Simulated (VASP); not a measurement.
Output of a VASP run:

**OUTCAR**
```
 ion  position               nearest neighbor table
   1  0.000  0.000  0.000-   2 2.50   3 2.50   3 2.50   3 2.50   3 2.50   2 2.50   2 2.50   2 2.50
  LATTYP: Found a face centered cubic cell.
 ALAT       =     5.7661003186
 Subroutine PRICEL returns:
 Original cell was already a primitive cell.
 Subroutine GETGRP returns: Found 48 space group operations
The static configuration has the point symmetry O_h .
The dynamic configuration has the point symmetry O_h .
 Subroutine INISYM returns: Found 48 space group operations
 Subroutine IBZKPT returns following result:
 Found     16 irreducible k-points:

 Following reciprocal coordinates:
            Coordinates               Weight
  0.000000  0.000000  0.000000      1.000000
  0.166667  0.000000  0.000000      8.000000
  0.333333  0.000000  0.000000      8.000000
  0.500000  0.000000  0.000000      4.000000
  0.166667  0.166667  0.000000      6.000000
  0.333333  0.166667  0.000000     24.000000
  0.500000  0.166667  0.000000     24.000000
 -0.333333  0.166667  0.000000     24.000000
 -0.166667  0.166667  0.000000     12.000000
  0.333333  0.333333  0.000000      6.000000
  0.500000  0.333333  0.000000     24.000000
 -0.333333  0.333333  0.000000     12.000000
  0.500000  0.500000  0.000000      3.000000
  0.500000  0.333333  0.166667     24.000000
 -0.333333  0.333333  0.166667     24.000000
 -0.333333  0.500000  0.166667     12.000000
   k-points           NKPTS =     16   k-points in BZ     NKDIM =     16   number of bands    NBANDS=     16
   number of dos      NEDOS =    301   number of ions     NIONS =      3
   total plane-waves  NPLWV =  46656
   dimension x,y,z NGX =    36 NGY =   36 NGZ =   36
   dimension x,y,z NGXF=    72 NGYF=   72 NGZF=   72
   ions per type =               1   2
   PREC   = accura    normal or accurate (medium, high low for compatibility)
   ISTART =      0    job   : 0-new  1-cont  2-samecut
   ICHARG =      2    charge: 1-file 2-atom 10-const
   ISPIN  =      1    spin polarized calculation?
   LNONCOLLINEAR =      F non collinear calculations
   LSORBIT =      F    spin-orbit coupling
   INIWAV =      1    electr: 0-lowe 1-rand  2-diag
   ENCUT  =  600.0 eV  44.10 Ry    6.64 a.u.   8.14  8.14  8.14*2*pi/ulx,y,z
   NELM   =    100;   NELMIN=  2; NELMDL= -5     # of ELM steps
   EDIFF  = 0.1E-06   stopping-criterion for ELM
   LREAL  =      F    real-space projection
   NLSPLINE    = F    spline interpolate recip. space projectors
   LMAXMIX     =    4 max onsite mixed and CHGCAR
   VOSKOWN=      0    Vosko Wilk Nusair interpolation
   EDIFFG = 0.1E-05   stopping-criterion for IOM
   NSW    =      0    number of steps for IOM
   NBLOCK =      1;   KBLOCK =      1    inner block; outer block
   IBRION =     -1    ionic relax: 0-MD 1-quasi-New 2-CG
   NFREE  =      0    steps in history (QN), initial steepest desc. (CG)
   ISIF   =      2    stress and relaxation
   ISYM   =      2    0-nonsym 1-usesym 2-fastsym
   TEIN   =    0.0    initial temperature
   TEBEG  =    0.0;   TEEND  =   0.0 temperature during run
   SMASS  =  -3.00    Nose mass-parameter (am)
   PSTRESS=    0.0 pullay stress
   NELECT =      24.0000    total number of electrons
   EFERMI =   0.00;   METHOD = LEGACY
   ISMEAR =     0;   SIGMA  =   0.05  broadening in eV -4-tet -1-fermi 0-gaus
   IALGO  =     38    algorithm
   LDIAG  =      T    sub-space diagonalisation (order eigenvalues)
   IMIX   =      4    mixing-type and parameters
     AMIX     =   0.40;   BMIX     =  1.00
     AMIX_MAG =   1.60;   BMIX_MAG =  1.00
     AMIN     =   0.10
   GGA     = PS    functional components
   VOSKOWN =     0    Vosko Wilk Nusair interpolation
   LHFCALC =     F    Hartree Fock is set to
   LHFONE  =     F    Hartree Fock one center treatment
   AEXX    =    0.0000 exact exchange contribution
   IVDW    =     0    specifies the selected vdW correction
   LEPSILON=     F    determine dielectric tensor
   LRPA    =     F    only Hartree local field effects (RPA)
  energy-cutoff  :      600.00
...
```

OSZICAR:
```
       N       E                     dE             d eps       ncg     rms          rms(c)
DAV:   1     0.154936017613E+03    0.15494E+03   -0.15390E+04   512   0.164E+03
DAV:   2    -0.125988897128E+02   -0.16753E+03   -0.16357E+03   648   0.326E+02
DAV:   3    -0.186454382685E+02   -0.60465E+01   -0.60392E+01   664   0.644E+01
DAV:   4    -0.189012116891E+02   -0.25577E+00   -0.25573E+00   776   0.958E+00
DAV:   5    -0.189040894231E+02   -0.28777E-02   -0.28777E-02   648   0.103E+00    0.169E+01
DAV:   6    -0.176020278682E+02    0.13021E+01   -0.68242E+00   512   0.183E+01    0.143E+01
DAV:   7    -0.175828263280E+02    0.19202E-01   -0.18927E-01   672   0.399E+00    0.724E+00
DAV:   8    -0.175920453211E+02   -0.92190E-02   -0.33105E-02   664   0.230E+00    0.570E-01
DAV:   9    -0.175991875945E+02   -0.71423E-02   -0.10628E-02   680   0.727E-01    0.459E-01
DAV:  10    -0.176000743864E+02   -0.88679E-03   -0.10606E-03   584   0.243E-01    0.151E-01
DAV:  11    -0.176002811949E+02   -0.20681E-03   -0.31367E-04   560   0.119E-01    0.287E-02
DAV:  12    -0.176002985159E+02   -0.17321E-04   -0.27817E-05   696   0.362E-02    0.204E-02
DAV:  13    -0.176002993382E+02   -0.82229E-06   -0.39085E-06   624   0.140E-02    0.581E-03
DAV:  14    -0.176002991635E+02    0.17466E-06   -0.26667E-07   592   0.454E-03    0.116E-03
DAV:  15    -0.176002991454E+02    0.18181E-07   -0.62398E-08   456   0.196E-03
   1 F= -.17600299E+02 E0= -.17600299E+02  d E =-.281196E-11
```

File OUTCAR:
```
------------------------ aborting loop because EDIFF is reached ----------------------------------------
  FORCE on cell =-STRESS in cart. coord.  units (eV):
  Direction    XX          YY          ZZ          XY          YZ          ZX
  --------------------------------------------------------------------------------------
  Total       -0.0047011     -0.0047011     -0.0047011     -0.0000000      0.0000000      0.0000000
  in kB       -0.1571521     -0.1571521     -0.1571521     -0.0000000      0.0000000      0.0000000
  external PRESSURE =      -0.1571521 kB  Pullay stress =       0.0000000 kB
  volume of cell :       47.93
      direct lattice vectors                 reciprocal lattice vectors
     0.000000000  2.883050159  2.883050159    -0.173427437  0.173427437  0.173427437
     2.883050159  0.000000000  2.883050159     0.173427437 -0.173427437  0.173427437
     2.883050159  2.883050159  0.000000000     0.173427437  0.173427437 -0.173427437
 POSITION                                       TOTAL-FORCE (eV/Angst)
 -----------------------------------------------------------------------------------
      0.00000      0.00000      0.00000        -0.000000      0.000000      0.000000
      1.44153      1.44153      1.44153         0.000000     -0.000000      0.000000
      4.32458      4.32458      4.32458        -0.000000     -0.000000     -0.000000
 -----------------------------------------------------------------------------------
    total drift:                                0.000000      0.000000      0.000000
  FREE ENERGIE OF THE ION-ELECTRON SYSTEM (eV)
  ---------------------------------------------------
  free  energy   TOTEN  =       -17.6002991454 eV

  energy  without entropy=      -17.6002991454  energy(sigma->0) =      -17.60029915
```
(Selected blocks of OUTCAR.)

POSCAR:
```
SrF2
1
    0.0000000000     2.8830501593     2.8830501593
    2.8830501593     0.0000000000     2.8830501593
    2.8830501593     2.8830501593     0.0000000000
Sr F
1 2
Direct
  0.0000000000   0.0000000000   0.0000000000
  0.2500000000   0.2500000000   0.2500000000
  0.7500000000   0.7500000000   0.7500000000
```

Task: Reconstruct the remaining input files.

Result: Several could match; the one computed here: the input of the run itself, PBEsol GGA, plane waves, VASP's PBE PAW potentials (set 64).

File KPOINTS:
```
K-points
0
Gamma
  6 6 6
```

**INCAR**
```
! general
SYSTEM =SrF2
PREC   =Accurate
ENCUT  =600   ! plane-wave cut-off (eV)
LREAL  =.FALSE.
LASPH  =.TRUE.   ! aspherical one-centre terms

! electronic loop
EDIFF  =1E-7
NELM   =100
ALGO   =Normal   ! blocked Davidson
LMAXMIX=4

! smearing
ISMEAR =0
SIGMA  =0.05   ! width (eV)

! functional
GGA    =PS   ! PBEsol

! ions
ISIF   =2   ! forces and stress, cell fixed

! output
LWAVE  =.FALSE.
LCHARG =.FALSE.
```

POTCAR, in this order: Sr_sv F (PBE.64 set). Program: vasp_std.

The compound is SrF2 in the fluorite structure. It was relaxed first.
